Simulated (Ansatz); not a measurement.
## Nuclear-site quantities of Sb as the cell is scaled

```
Sb
1.0
     2.15060    1.24165    3.74400
    -2.15060    1.24165    3.74400
     0.00000   -2.48330    3.74400
Sb
2
Direct
  0.23364 0.23364 0.23364
  0.76636 0.76636 0.76636
```

Atom numbers follow the list: Sb1, Sb2.

The conventional cell has a = 4.301 Å, b = 4.301 Å, c = 11.232 Å, α = 90.00°, β = 90.00°, γ = 120.00°. Sb (atom 1) has 3 Sb at 2.90 Å as nearest neighbours.

The cell is a measured one (Crystallography Open Database entry 9009654); the temperature and pressure of the measurement aren't taken into account, and nothing was relaxed.

No spin–orbit coupling, which matters for the heavy atoms here.

Method: DFT, PBE, all-electron PAW with datasets made for the crystal, scalar-relativistic in Ansatz 0.2.0.

The runs use a Γ-centred 9×9×9 k mesh, Fermi–Dirac smearing of 0.05 eV, cutoff 140 eV (chosen by the program for this cell), no spin polarisation.

The contact density is the mean electron density over the nuclear volume; its changes set Mössbauer isomer shifts. Changes below are taken from the unscaled cell, where it is 1.35001e+06 e/Å³ at Sb1.

Volumes at which the program chose other datasets or cutoffs are left out.

The datasets are made afresh for each cell, so very small changes are uncertain. Scalar relativity leaves out the p1/2 density at heavy nuclei.

(1) Does compression raise or lower the contact density at Sb1?

(2) Tabulate the changes with volume.

Answers

(1) It lowers it, by 3.56 e/Å³ over the whole range.

(2) 
```json
{"V/V(cell)": "0.9900", "P (GPa)": "3.8", "Δρ(0) Sb1 (e/Å³)": "-0.56"}
{"V/V(cell)": "1.0000", "P (GPa)": "3.1", "Δρ(0) Sb1 (e/Å³)": "0.00"}
{"V/V(cell)": "1.0100", "P (GPa)": "2.5", "Δρ(0) Sb1 (e/Å³)": "0.55"}
{"V/V(cell)": "1.0200", "P (GPa)": "1.9", "Δρ(0) Sb1 (e/Å³)": "1.07"}
{"V/V(cell)": "1.0400", "P (GPa)": "0.8", "Δρ(0) Sb1 (e/Å³)": "2.07"}
{"V/V(cell)": "1.0500", "P (GPa)": "0.3", "Δρ(0) Sb1 (e/Å³)": "2.53"}
{"V/V(cell)": "1.0600", "P (GPa)": "-0.2", "Δρ(0) Sb1 (e/Å³)": "3.00"}
```
